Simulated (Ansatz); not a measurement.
# La2O3: the cost of one run

Method: DFT PBE, scalar-relativistic, plane waves, PAW, in Ansatz 0.2.0.

### Step 1. The starting structure

The structure is trigonal, space group P-3m1 (No. 164). The conventional cell has a = 3.931 Å, b = 3.931 Å, c = 6.112 Å, α = 90.00°, β = 90.00°, γ = 120.00°. La (site symmetry 3m) has 7 O at 2.36 to 2.72 Å as nearest neighbours. Around O (site symmetry 3m) lie 4 La at 2.36 to 2.44 Å. O (site symmetry -3m) has 6 La at 2.72 Å as nearest neighbours.

Coordinates:

```
La O
1.0
     3.93078    0.00000    0.00000
    -1.96539    3.40415    0.00000
     0.00000    0.00000    6.11195
La O
2 3
Direct
  0.66667 0.33333 0.75376
  0.33333 0.66667 0.24624
  0.66667 0.33333 0.35411
  0.33333 0.66667 0.64589
  0.00000 0.00000 0.00000
```

The start is a polymorph listed in a database, not an invented cell.

### Step 2. Probe: one point on a coarse mesh

The input, input.yaml:

```yaml
crystal:
  lattice:
    - [3.93077786, 0.0, 0.0]
    - [-1.96538893, 3.40415348, 0.0]
    - [0.0, 0.0, 6.11195374]
  atoms:
    - { symbol: La, position: [0.66666667, 0.33333333, 0.75376433] }
    - { symbol: La, position: [0.33333333, 0.66666667, 0.24623567] }
    - { symbol: O, position: [0.66666667, 0.33333333, 0.35410935] }
    - { symbol: O, position: [0.33333333, 0.66666667, 0.64589065] }
    - { symbol: O, position: [0.0, 0.0, 0.0] }
basis:
  ecutwfc: 420
kpoints:
  mp_grid: { grid: [6, 6, 4] }
hamiltonian:
  xc: pbe
scf:
  occupations: { method: gaussian, width: 0.1 }
  lower_state_search: "off"
output:
  forces: true
  stress: true
  eigenvalues: true
```

The run is started by

```sh
$ ansatz run input.yaml --threads 1 --pin off --max-ram 2560MiB --backend cpu --events-out ev --progress --plain --runs-dir out
```

**Question.** How long does this run take on 1 thread of Intel Xeon Platinum 8488C (Sapphire Rapids), shared host, and how much memory does it need?

About 2.3 s, with a peak of 0.42 GiB.
